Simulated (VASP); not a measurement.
The system is Ni.

```xyz
2
Lattice="2.4887 0.0000 0.0000 -1.2444 2.1553 0.0000 0.0000 0.0000 4.0641" Properties=species:S:1:pos:R:3 pbc="T T T"
Ni    0.0000    1.4369    1.0160
Ni    1.2444    0.7184    3.0481
```

This isn't the form of Ni at room conditions, which is fcc.

| Quantity | Value |
| --- | --- |
| Program | VASP 6.6.1 |
| Task | relaxation of cell and atoms |
| Functional | r2SCAN |
| Potentials or basis | VASP PAW PBE potentials, release 64 (Ni) |
| Cutoff | 600 eV |
| k mesh | 21 × 21 × 10 |
| Occupations | gaussian, width 0.1 eV |
| Spin | collinear spin, ferromagnetic start |
| Starting moments | [1.0, 1.0] μB |

At the start: pressure -6.5 GPa; volume 10.90 Å³/atom.

Problem. Where does the relaxation end?

Solution. Over 9 steps the energy falls by 9.5 meV/atom and the volume is 10.55 Å³/atom (-3.2 %); space group P6_3/mmc (No. 194, to 0.05 Å); moment 1.40 μB per cell.

The path:
```csv
step,energy change (eV),largest force (eV/Å),pressure (GPa),volume (Å³)
1,0.0000,0.0000,-6.51,21.80
2,-0.0037,0.0000,7.48,20.43
3,-0.0178,0.0000,0.38,21.06
4,-0.0178,0.0000,0.50,21.04
5,-0.0190,0.0000,0.21,21.08
6,-0.0191,0.0000,0.14,21.09
7,-0.0191,0.0000,0.12,21.09
8,-0.0191,0.0000,-0.08,21.12
9,-0.0191,0.0000,-0.03,21.11
```

Final structure:
```cif
data_structure
_symmetry_space_group_name_H-M 'P 1'
_symmetry_Int_Tables_number 1
_cell_length_a 2.4467
_cell_length_b 2.4467
_cell_length_c 4.0719
_cell_angle_alpha 90.000
_cell_angle_beta 90.000
_cell_angle_gamma 120.000
_cell_volume 21.11
loop_
_atom_site_label
_atom_site_type_symbol
_atom_site_fract_x
_atom_site_fract_y
_atom_site_fract_z
_atom_site_occupancy
Ni1 Ni 0.33333 0.66667 0.25000 1
Ni2 Ni 0.66667 0.33333 0.75000 1
```

Caveat: the PAW data sets were made with another functional, which shifts forces and pressure a little.
